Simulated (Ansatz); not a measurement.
Molecular dynamics on a 2×2×2 supercell (16 atoms) of BeTe (CsCl type), relaxed with r2SCAN. Forces come from r2SCAN in Ansatz 0.2.0: Langevin thermostat and barostat (NPT), 1000 K, steps of 1.5 fs. Spin polarisation is off, nuclei are classical, and the run is far too short for thermal averages. The structure comes from a prototype and may be hypothetical.

```yaml
crystal:
  lattice:
    - [6.7301189675, 0.0, 0.0]
    - [0.0, 6.7301189675, 0.0]
    - [0.0, 0.0, 6.7301189675]
  atoms:
    - { symbol: Be, position: [0.0, 0.0, 0.0] }
    - { symbol: Te, position: [0.25, 0.25, 0.25] }
    - { symbol: Be, position: [0.0, 0.0, 0.5] }
    - { symbol: Te, position: [0.25, 0.25, 0.75] }
    - { symbol: Be, position: [0.0, 0.5, 0.0] }
    - { symbol: Te, position: [0.25, 0.75, 0.25] }
    - { symbol: Be, position: [0.0, 0.5, 0.5] }
    - { symbol: Te, position: [0.25, 0.75, 0.75] }
    - { symbol: Be, position: [0.5, 0.0, 0.0] }
    - { symbol: Te, position: [0.75, 0.25, 0.25] }
    - { symbol: Be, position: [0.5, 0.0, 0.5] }
    - { symbol: Te, position: [0.75, 0.25, 0.75] }
    - { symbol: Be, position: [0.5, 0.5, 0.0] }
    - { symbol: Te, position: [0.75, 0.75, 0.25] }
    - { symbol: Be, position: [0.5, 0.5, 0.5] }
    - { symbol: Te, position: [0.75, 0.75, 0.75] }
kpoints:
  mp_grid: { grid: [2, 2, 2] }
hamiltonian:
  xc: r2scan
scf:
  occupations: { method: fermi_dirac, width: 0.086 }
md:
  ensemble: npt_langevin
  temperature: 1000
  timestep: 1.5
  n_steps: 20
  initial_velocities: maxwell_boltzmann
  seed: 3964
```

Run as `ansatz run input.yaml --threads 4 --pin off --max-ram 3686MiB --backend cpu --events-out ev --progress --plain --runs-dir out`.

**Question.** It ran on 4 threads of Arm Neoverse N1, on a shared host. About how long did it take, and how much host memory at the peak?

**Answer.** About 6 min, with a peak of 1.8 GiB.

**Question.** How do temperature and energy develop?

**Answer.** The temperature starts at 938 K, is lowest at step 1 (891 K, 1.5 fs) and ends at 1249 K.
```
step  t (fs)  T (K)  free energy F from step 0 (meV/atom)  kinetic energy (meV/atom)  pressure (GPa)  volume (Å³/atom)  largest force (eV/Å)
   0       0    938                                   0.0                      121.2           -0.10             19.05                  0.00
   1     1.5    891                                  -0.1                      115.2           -0.12             19.05                  0.09
   2       3    912                                  -0.5                      117.8           -0.07             19.05                  0.18
   3     4.5    954                                  -1.1                      123.4            0.00             19.05                  0.27
   4       6   1041                                  -2.0                      134.6            0.13             19.05                  0.36
   5     7.5    948                                  -3.1                      122.6            0.17             19.04                  0.45
   6       9    985                                  -4.5                      127.4            0.33             19.04                  0.53
   7    10.5    991                                  -6.0                      128.1            0.48             19.03                  0.61
   8      12   1053                                  -7.7                      136.1            0.71             19.03                  0.68
   9    13.5   1125                                  -9.6                      145.4            0.98             19.03                  0.75
  10      15   1186                                 -11.7                      153.4            1.29             19.02                  0.84
  11    16.5   1171                                 -14.0                      151.3            1.57             19.02                  0.95
  12      18   1057                                 -16.4                      136.7            1.81             19.01                  1.06
  13    19.5   1136                                 -18.7                      146.8            2.22             19.01                  1.17
  14      21   1138                                 -21.1                      147.1            2.61             19.00                  1.28
  15    22.5   1169                                 -23.4                      151.1            3.05             19.00                  1.38
  16      24   1172                                 -25.7                      151.5            3.49             19.01                  1.48
  17    25.5   1161                                 -28.1                      150.1            3.92             19.02                  1.57
  18      27   1137                                 -30.9                      147.0            4.31             19.03                  1.63
  19    28.5   1197                                 -33.9                      154.8            4.76             19.04                  1.69
  20      30   1249                                 -36.9                      161.5            5.22             19.06                  1.73
```

Positions (Å) and forces (eV/Å) at step 20:
```
cell (Å): 6.730 0.000 0.000; 0.000 6.730 0.000; 0.000 0.000 6.730
Be   0.342   0.455   0.311    -0.085  -0.216  -0.200
Te   1.721   1.780   1.714    -0.010   0.777   0.380
Be  -0.022   0.027   3.363     0.162  -0.158  -0.057
Te   1.715   1.553   5.022    -0.112  -0.773  -0.127
Be   0.433   3.500  -0.064    -0.038   0.009   0.035
Te   1.730   5.034   1.632    -0.352   0.676  -0.093
Be  -0.034   3.125   3.714     0.340  -0.048   0.408
Te   1.569   5.030   5.030    -1.217  -0.853  -0.878
Be   3.376  -0.224   0.860    -0.227   0.939   0.556
Te   5.013   1.646   1.668     0.416  -0.796   0.199
Be   3.264  -0.078   3.292    -0.042   0.182   0.058
Te   5.081   1.732   5.009     0.711   0.306   0.062
Be   3.975   3.053   0.117    -0.002   0.664  -0.512
Te   5.028   5.115   1.622     0.997  -0.985   0.900
Be   3.909   3.114   3.515     0.168   0.674  -0.518
Te   4.955   5.132   5.186    -0.708  -0.397  -0.212
```

Overlapping bands make a metal at that level, for which these meshes are coarse; small forces, stresses and energy differences are uncertain. A small overlap in a semilocal functional can be an artefact that a hybrid or GW lifts.
